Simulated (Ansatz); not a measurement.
Band table of Li (fcc type)

```xyz
1
Lattice="0.0000 1.8223 1.8223 1.8223 0.0000 1.8223 1.8223 1.8223 0.0000" Properties=species:S:1:pos:R:3 pbc="T T T"
Li    0.0000    0.0000    0.0000
```

The cell comes from a relaxation on PAW files under the same functional, begun from a prototype that needn't be the stable phase.

Computed with Ansatz 0.2.0; functional PBEsol, scalar-relativistic. Settings: a Γ-centred 15×15×15 k mesh, Fermi–Dirac smearing of 0.05 eV, no spin polarisation. Methods: LAPW: all electrons, basis error target 1 meV/atom.

This run: volume at 0.6 of the series' base cell.

The structure type is held throughout; the real material can change phase at far lower pressure.

Path points, in fractions of the reciprocal vectors: Γ (0.000, 0.000, 0.000), X (0.500, 0.000, 0.500), U (0.625, 0.250, 0.625), K (0.375, 0.375, 0.750), L (0.500, 0.500, 0.500), W (0.500, 0.250, 0.750). The distance column jumps between branches of the path. Levels in eV from the Fermi level; bands 2 to 4, counted from the lowest band of the run. The gap is zero, the pressure 16.34 GPa.

```
# k(1/Å) point b2 b3 b4
0.000 Γ -4.04 20.65 20.65
0.215 - -3.94 19.60 19.60
0.431 - -3.63 17.78 17.78
0.646 - -3.10 16.05 16.05
0.862 - -2.33 14.58 14.58
1.077 - -1.31 13.42 13.42
1.293 - -0.07 10.42 12.58
1.508 - 1.23 8.02 12.07
1.724 X 1.95 6.93 11.90
1.800 - 1.98 6.90 11.63
1.876 - 2.04 6.80 11.06
1.953 - 2.15 6.62 10.49
2.029 - 2.30 6.31 10.04
2.105 - 2.50 5.87 9.77
2.181 - 2.74 5.31 9.66
2.257 - 3.02 4.69 9.67
2.333 U 3.35 4.04 9.78
3.389 K 3.35 4.04 9.78
3.618 - 2.11 4.59 10.47
3.846 - 0.40 6.22 11.50
4.075 - -1.02 8.23 12.74
4.303 - -2.14 10.61 14.16
4.532 - -2.99 13.33 15.77
4.761 - -3.58 16.33 17.59
4.989 - -3.93 19.24 19.50
5.218 Γ -4.04 20.65 20.65
5.404 - -3.97 19.42 20.38
5.591 - -3.74 16.83 19.80
5.778 - -3.35 14.07 19.21
5.964 - -2.81 11.47 18.74
6.151 - -2.13 9.13 18.41
6.337 - -1.36 7.15 18.22
6.524 - -0.64 5.70 18.14
6.711 L -0.30 5.12 18.12
6.863 - -0.22 5.11 17.64
7.015 - 0.05 5.08 16.15
7.168 - 0.48 5.03 14.18
7.320 - 1.09 4.96 12.16
7.473 - 1.87 4.88 10.24
7.625 - 2.81 4.81 8.47
7.777 - 3.89 4.76 6.88
7.930 W 4.74 4.74 5.86
8.037 - 4.09 5.48 5.89
8.145 - 3.52 5.99 6.30
8.253 - 3.04 6.14 7.20
8.361 - 2.65 6.32 8.18
8.468 - 2.35 6.53 9.22
8.576 - 2.13 6.73 10.31
8.684 - 2.00 6.87 11.35
8.792 X 1.95 6.93 11.90
```
